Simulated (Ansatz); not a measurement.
# Mo: the cost of one run

Computed with Ansatz 0.2.0 (DFT PBEsol, scalar-relativistic, plane waves, PAW, unless a step's input says otherwise).

2 further runs of the same task are left out: 2 set aside as unsound or not needed. Runs told in other sessions of the task aren't counted.

## Step 1: Starting point

The structure is hexagonal, space group P6/mmm (No. 191). Conventional cell: a = 2.742 Å, b = 2.742 Å, c = 2.492 Å, α = 90.00°, β = 90.00°, γ = 120.00°. Mo (site symmetry 6/mmm) is surrounded by 8 Mo at 2.49 to 2.74 Å.

Coordinates:

```cif
data_structure
_symmetry_space_group_name_H-M 'P 1'
_symmetry_Int_Tables_number 1
_cell_length_a 4.9841
_cell_length_b 5.4847
_cell_length_c 5.4847
_cell_angle_alpha 120.000
_cell_angle_beta 90.000
_cell_angle_gamma 90.000
_cell_volume 129.84
loop_
_atom_site_label
_atom_site_type_symbol
_atom_site_fract_x
_atom_site_fract_y
_atom_site_fract_z
_atom_site_occupancy
Mo1 Mo 0.25000 0.50000 0.50000 1
Mo2 Mo 0.75000 0.50000 0.50000 1
Mo3 Mo 0.25000 0.50000 0.00000 1
Mo4 Mo 0.75000 0.50000 0.00000 1
Mo5 Mo 0.25000 0.00000 0.50000 1
Mo6 Mo 0.75000 0.00000 0.50000 1
Mo7 Mo 0.25000 0.00000 0.00000 1
Mo8 Mo 0.75000 0.00000 0.00000 1
```

It goes back to an entry of the Materials Project, which need not be the stable form.

It is built from the cell relaxed beforehand with the same method (16.23 Å³/atom).

## Step 2: Zero of energy

The cell is repeated 8 times, 8 atoms in all. The reference gives a free energy of -39172.5608 eV, pressure 0.07 GPa, largest force 0.000 eV/Å and gap on the mesh none (metal). It was computed beforehand with the settings of the runs below.

## Step 3: Setting up rattled cells

All atoms are moved at random with no net shift, in some cells together with a random strain.

## Step 4: At rms move = 0.234 Å

input.yaml reads:

```yaml
crystal:
  lattice:
    - [0.0810507659, 0.1245137361, -4.9435771689]
    - [2.839484707, 5.0131375602, -0.1632561252]
    - [2.698326133, -4.9316396195, 0.0740658975]
  atoms:
    - { symbol: Mo, position: [0.2428579401, 0.4872094389, 0.5148718315] }
    - { symbol: Mo, position: [0.8264437269, 0.4780687856, 0.4875835579] }
    - { symbol: Mo, position: [0.2329581072, 0.5092611419, -0.0183917727] }
    - { symbol: Mo, position: [0.7712692318, 0.4896059688, -0.0216516707] }
    - { symbol: Mo, position: [0.1780649842, -0.0113613798, 0.4815374522] }
    - { symbol: Mo, position: [0.7448745141, 0.0135385606, 0.5389200795] }
    - { symbol: Mo, position: [0.2333638152, 0.0029956435, -0.0066725895] }
    - { symbol: Mo, position: [0.7701676805, 0.0306818405, 0.0238031119] }
basis:
  ecutwfc: 420
kpoints:
  mp_grid: { grid: [12, 12, 12] }
hamiltonian:
  xc: pbesol
scf:
  occupations: { method: gaussian, width: 0.15 }
output:
  forces: true
  stress: true
  eigenvalues: true
```

The run is started by

```
> ansatz run input.yaml --threads 2 --pin off --max-ram 5120MiB --backend cpu --events-out ev --progress --plain --runs-dir out
```

Q: Estimate wall time and peak memory on 2 threads of Intel Xeon 6975P-C (Granite Rapids), shared host.

About 2.2 min, with a peak of 4.7 GiB.
